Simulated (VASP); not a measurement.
# TiC (Fm-3m) in VASP: further runs, part 2 of 2

VASP 6.6.1.

## (5) Relaxation of cell and atoms, PBEsol

This run uses another cell than the first one, of 9.90 Å³/atom, 0.983 times its volume.

File INCAR:

```
PREC = Accurate
ENCUT = 600
EDIFF = 1E-7
ISMEAR = 1
SIGMA = 0.1
LREAL = False
LASPH = True
NELM = 80
ALGO = Normal
ISIF = 3
LWAVE = False
LCHARG = False
GGA = PS
IBRION = 2
NSW = 90
EDIFFG = -0.005
KPAR = 2
```

File KPOINTS:

```
regular mesh
0
Gamma
  14 14 14
```

File POSCAR:

```
TiC                                     
1.0
    0.0000000000      2.1471057727      2.1471057727
    2.1471057727      0.0000000000      2.1471057727
    2.1471057727      2.1471057727     -0.0000000000
  Ti              C             
     1     1
Direct
     0.0000000000000000    0.0000000000000000    0.0000000000000000
     0.5000000000000000    0.5000000000000000    0.5000000000000000
```

Potentials or basis: VASP PAW PBE potentials, release 64 (Ti_sv, C).

Command:

```bash
> cat potpaw_PBE.64/Ti_sv/POTCAR potpaw_PBE.64/C/POTCAR > POTCAR
> mpirun -np 2 vasp_std > vasp.out
```

OUTCAR:

```text
PREC = Accurate
   ENCUT = 600
   EDIFF = 1E-7
   ISMEAR = 1
   LREAL = False
   LASPH = True
   NELM = 80
   ISIF = 3
   GGA = PS
   IBRION = 2
   NSW = 90
   EDIFFG = -0.005

 ion  position               nearest neighbor table
   1  0.000  0.000  0.000-   2 2.15   2 2.15   2 2.15   2 2.15   2 2.15   2 2.15
   2  0.500  0.500  0.500-   1 2.15   1 2.15   1 2.15   1 2.15   1 2.15   1 2.15

  LATTYP: Found a face centered cubic cell.
 ALAT       =     4.2942115454

  Lattice vectors:

 A1 = (   0.0000000000,   2.1471057727,   2.1471057727)
 A2 = (   2.1471057727,   0.0000000000,   2.1471057727)
 A3 = (   2.1471057727,   2.1471057727,   0.0000000000)

Analysis of symmetry for initial positions (statically):
=====================================================================
 Subroutine PRICEL returns:
 Original cell was already a primitive cell.

 Routine SETGRP: Setting up the symmetry group for a
 face centered cubic supercell.

 Subroutine GETGRP returns: Found 48 space group operations
 (whereof 48 operations were pure point group operations)
 out of a pool of 48 trial point group operations.

The static configuration has the point symmetry O_h .

Analysis of symmetry for dynamics (positions and initial velocities):
=====================================================================
 Subroutine PRICEL returns:
 Original cell was already a primitive cell.

 Routine SETGRP: Setting up the symmetry group for a
 face centered cubic supercell.

 Subroutine GETGRP returns: Found 48 space group operations
 (whereof 48 operations were pure point group operations)
 out of a pool of 48 trial point group operations.

The dynamic configuration has the point symmetry O_h .

 Subroutine INISYM returns: Found 48 space group operations
 (whereof 48 operations are pure point group operations),
 and found     1 'primitive' translations

----------------------------------------------------------------------------------------

                                     Primitive cell

  volume of cell :      19.7966

  direct lattice vectors                    reciprocal lattice vectors
     0.000000000  2.147105773  2.147105773    -0.232871620  0.232871620  0.232871620
     2.147105773  0.000000000  2.147105773     0.232871620 -0.232871620  0.232871620
     2.147105773  2.147105773  0.000000000     0.232871620  0.232871620 -0.232871620

  length of vectors
     3.036466104  3.036466104  3.036466104     0.403345478  0.403345478  0.403345478

  position of ions in fractional coordinates (direct lattice)
     0.000000000  0.000000000  0.000000000
     0.500000000  0.500000000  0.500000000

  ion indices of the primitive-cell ions
   primitive index   ion index
                 1           1
                 2           2

----------------------------------------------------------------------------------------

 KPOINTS: regular mesh

Automatic generation of k-mesh.
 Grid dimensions read from file:
 generate k-points for:   14   14   14

 Generating k-lattice:

  Cartesian coordinates                     Fractional coordinates (reciprocal lattice)
    -0.016633687  0.016633687  0.016633687     0.071428571  0.000000000  0.000000000
     0.016633687 -0.016633687  0.016633687     0.000000000  0.071428571  0.000000000
     0.016633687  0.016633687 -0.016633687     0.000000000  0.000000000  0.071428571
[... 43 lines left out ...]
   dimension x,y,z NGXF=    48 NGYF=   48 NGZF=   48
   ions per type =               1   1
   NGX,Y,Z   is equivalent  to a cutoff of  13.14, 13.14, 13.14 a.u.
   NGXF,Y,Z  is equivalent  to a cutoff of  26.28, 26.28, 26.28 a.u.
 SYSTEM =  unknown system
   PREC   = accura    normal or accurate (medium, high low for compatibility)
   ISTART =      0    job   : 0-new  1-cont  2-samecut
   ICHARG =      2    charge: 1-file 2-atom 10-const
   ISPIN  =      1    spin polarized calculation?
   LNONCOLLINEAR =      F non collinear calculations
   LSORBIT =      F    spin-orbit coupling
   LASPH  =      T    aspherical Exc in radial PAW
   ENCUT  =  600.0 eV  44.10 Ry    6.64 a.u.   6.06  6.06  6.06*2*pi/ulx,y,z
   NELM   =     80;   NELMIN=  2; NELMDL= -5     # of ELM steps
   EDIFF  = 0.1E-06   stopping-criterion for ELM
   LREAL  =      F    real-space projection
   EDIFFG = -.5E-02   stopping-criterion for IOM
   NSW    =     90    number of steps for IOM
   IBRION =      2    ionic relax: 0-MD 1-quasi-New 2-CG
   NFREE  =      1    steps in history (QN), initial steepest desc. (CG)
   ISIF   =      3    stress and relaxation
   ISYM   =      2    0-nonsym 1-usesym 2-fastsym
   POTIM  = 0.5000    time-step for ionic-motion
   TEBEG  =    0.0;   TEEND  =   0.0 temperature during run
   PSTRESS=    0.0 pullay stress
   NELECT =      16.0000    total number of electrons
   NUPDOWN=      -1.0000    fix difference up-down
   EMIN   =  10.00;   EMAX   =-10.00  energy-range for DOS
   EFERMI =   0.00;   METHOD = LEGACY
   ISMEAR =     1;   SIGMA  =   0.10  broadening in eV -4-tet -1-fermi 0-gaus
   EFERMI_NEDOS =   21; number of points for ismear=-14 and -15
   IALGO  =     38    algorithm
   IMIX   =      4    mixing-type and parameters
     AMIX     =   0.40;   BMIX     =  1.00
     AMIX_MAG =   1.60;   BMIX_MAG =  1.00
  volume/ion in A,a.u.               =       9.90        66.80
  Fermi-wavevector in a.u.,A,eV,Ry     =   1.524935  2.881710 31.639360  2.325427
  Thomas-Fermi vector in A             =   2.633174
   LORBIT       =      0    0 simple, 1 ext, 2 COOP (PROOUT), +10 PAW based schemes
   GGA     = PS    functional components
   LHFCALC =     F    Hartree Fock is set to
   AEXX    =    0.0000 exact exchange contribution
   IVDW    =     0    specifies the selected vdW correction
   LEPSILON=     F    determine dielectric tensor
   LRPA    =     F    only Hartree local field effects (RPA)
 conjugate gradient relaxation of ions
 non-spin polarized calculation
 Methfessel and Paxton  Order N= 1 SIGMA  =   0.10
  energy-cutoff  :      600.00
  volume of cell :       19.80
 maximum number of plane-waves:       674
   NGX = 13   NGY = 13   NGZ = 13

 number of electron      16.0000003 magnetization

 Free energy of the ion-electron system (eV)
  ---------------------------------------------------
  ext. energy  EPLUGINS =         0.00000000
  ---------------------------------------------------
  free energy    TOTEN  =       -19.80222864 eV

  energy without entropy =      -19.80227582  energy(sigma->0) =      -19.80224437

 E-fermi :   9.6082     XC(G=0): -12.9946

 val. band max:        9.6081136707   @ k =   0.5000   0.5000   0.0000
 cond. band min:       9.6644108811   @ k =   0.4286   0.3571   0.0000
 fundamental gap:      0.0562972103
 Fermi energy:         9.6081950219

 k-point     1 :       0.0000    0.0000    0.0000
  band No.  band energies     occupation
      1     -46.6468      2.00000
      2     -22.7596      2.00000
      3     -22.7596      2.00000
      4     -22.7596      2.00000
      5      -2.8786      2.00000
      6      10.2801     -0.00000
      7      10.2801     -0.00000
      8      10.2801     -0.00000
      9      11.3468     -0.00000
     10      11.3468     -0.00000
     11      11.3468     -0.00000
     12      11.3893     -0.00000
[... 331 lines left out ...]
 k-point    24 :       0.2857    0.1429    0.0000
  band No.  band energies     occupation
      1     -46.5968      2.00000
      2     -23.0348      2.00000
      3     -22.8273      2.00000
      4     -22.8179      2.00000
      5      -1.3734      2.00000
      6       6.3723      2.00000
      7       7.9038      2.00000
      8       8.4701      2.00000
      9      10.4239     -0.00000
     10      11.9808      0.00000
     11      13.1330      0.00000
     12      14.2910      0.00000

 [... further k-points ...]

------------------------ aborting loop because EDIFF is reached ----------------------------------------

  FORCE on cell =-STRESS in cart. coord.  units (eV):
  Direction    XX          YY          ZZ          XY          YZ          ZX
  --------------------------------------------------------------------------------------
  -------------------------------------------------------------------------------------
  Total       -0.0029465     -0.0029465     -0.0029465      0.0000000      0.0000000      0.0000000
  in kB       -0.2384671     -0.2384671     -0.2384671      0.0000000      0.0000000      0.0000000
  external PRESSURE =      -0.2384671 kB  Pullay stress =       0.0000000 kB

 VOLUME and BASIS-vectors are now :
 -----------------------------------------------------------------------------
  energy-cutoff  :      600.00
  volume of cell :       19.80
      direct lattice vectors                 reciprocal lattice vectors
     0.000000000  2.147105773  2.147105773    -0.232871620  0.232871620  0.232871620
     2.147105773  0.000000000  2.147105773     0.232871620 -0.232871620  0.232871620
     2.147105773  2.147105773  0.000000000     0.232871620  0.232871620 -0.232871620

 POSITION                                       TOTAL-FORCE (eV/Angst)
 -----------------------------------------------------------------------------------
      0.00000      0.00000      0.00000        -0.000000     -0.000000      0.000000
      2.14711      2.14711      2.14711         0.000000      0.000000     -0.000000
 -----------------------------------------------------------------------------------
    total drift:                                0.000000     -0.000000     -0.000000

  FREE ENERGIE OF THE ION-ELECTRON SYSTEM (eV)
  ---------------------------------------------------
  free  energy   TOTEN  =       -19.8022286432 eV

  energy  without entropy=      -19.8022758229  energy(sigma->0) =      -19.80224437

 reached required accuracy - stopping structural energy minimisation
```

CONTCAR:

```text
TiC
   1.00000000000000
     0.0000000000000000    2.1471057726999998    2.1471057726999998
     2.1471057726999998    0.0000000000000000    2.1471057726999998
     2.1471057726999998    2.1471057726999998    0.0000000000000000
  Ti              C
     1     1
Direct
     0.0000000000000000    0.0000000000000000    0.0000000000000000
     0.5000000000000000    0.5000000000000000    0.5000000000000000

  0.00000000E+00  0.00000000E+00  0.00000000E+00
  0.00000000E+00  0.00000000E+00  0.00000000E+00
```

Run time: 14 s. Hardware: 2 MPI ranks of Intel Xeon Platinum 8488C (Sapphire Rapids), shared host; peak memory 0.15 GiB.

Results:

- Free energy: -19.8022 eV
- Pressure after relaxing: 0.0 GPa
- Band gap on the k mesh: none (metal or under the smearing width)

Final structure:
```yaml
crystal:
  lattice:
    - [0.00000, 2.14711, 2.14711]
    - [2.14711, 0.00000, 2.14711]
    - [2.14711, 2.14711, 0.00000]
  atoms:
    - { symbol: Ti, position: [0.00000, 0.00000, 0.00000] }
    - { symbol: C, position: [0.50000, 0.50000, 0.50000] }
```

Levels at points of the mesh, in eV from the Fermi level:
```csv
k point,band 6,band 7,band 8,band 9,band 10,band 11
"(0.00, 0.00, 0.00)",0.67,0.67,0.67,1.74,1.74,1.74
"(0.50, 0.00, 0.00)",-5.99,-2.98,-2.98,3.02,3.02,4.26
"(0.50, 0.50, 0.00)",-3.46,-1.75,0.00,0.00,2.83,3.65
```

Caveat: the relaxation stopped at its first step, so nothing moved; the PAW data sets were made with another functional, which shifts forces and pressure a little.

## (6) Relaxation of cell and atoms, PBE

File INCAR:

```
ALGO     = Normal         # electronic algorithm
EDIFF    = 1E-6           # SCF threshold, eV
EDIFFG   = -0.01          # ionic threshold
ENCUT    = 300            # plane-wave cutoff, eV
GGA      = PE             # functional
IBRION   = 2              # ionic algorithm
ISIF     = 3              # what is computed and relaxed
ISMEAR   = 1              # smearing method
LASPH    = T              # aspherical terms in the spheres
LCHARG   = F              # write CHGCAR
LREAL    = F              # projectors in reciprocal space
LWAVE    = F              # write WAVECAR
NELM     = 80             # most SCF steps
NSW      = 90             # ionic steps
PREC     = Accurate       # precision mode
SIGMA    = 0.1            # smearing width, eV
```

File KPOINTS:

```
k-points
0
Gamma
  7 7 7
```

File POSCAR:

```
TiC
1.0
    0.0000000000      2.1593000000      2.1593000000
    2.1593000000      0.0000000000      2.1593000000
    2.1593000000      2.1593000000      0.0000000000
Ti C
1 1
Direct
    0.0000000000      0.0000000000      0.0000000000
    0.5000000000      0.5000000000      0.5000000000
```

Potentials or basis: VASP PAW PBE potentials, release 64 (Ti_sv, C_s).

Command:

```bash
> cat potpaw_PBE.64/Ti_sv/POTCAR potpaw_PBE.64/C_s/POTCAR > POTCAR
> mpirun -np 1 vasp_std > vasp.out
```

Wall time 8.1 s (1 thread of AMD EPYC 7R13 (Zen 3), shared host); peak memory 0.08 GiB.

These settings aren't checked as converged: the numbers below hold their error.

Results:

```
Free energy                            : -18.6913 eV
Relaxed volume                         : 10.15 Å³/atom
Relaxed cell                           : a = 3.062 Å, b = 3.062 Å, c = 3.062 Å, α = 60.00°, β = 60.00°, γ = 60.00°
Space group after relaxing (to 0.05 Å) : Fm-3m (No. 225)
Energy gained by relaxing              : 0.6 meV/atom
Ionic steps                            : 3
Band gap on the k mesh                 : none (metal or under the smearing width)
```

Caveat: the cutoff is under 1.25 times the usual one of these potentials, so pressure, stress and relaxed cells hold a basis-set (Pulay) error.
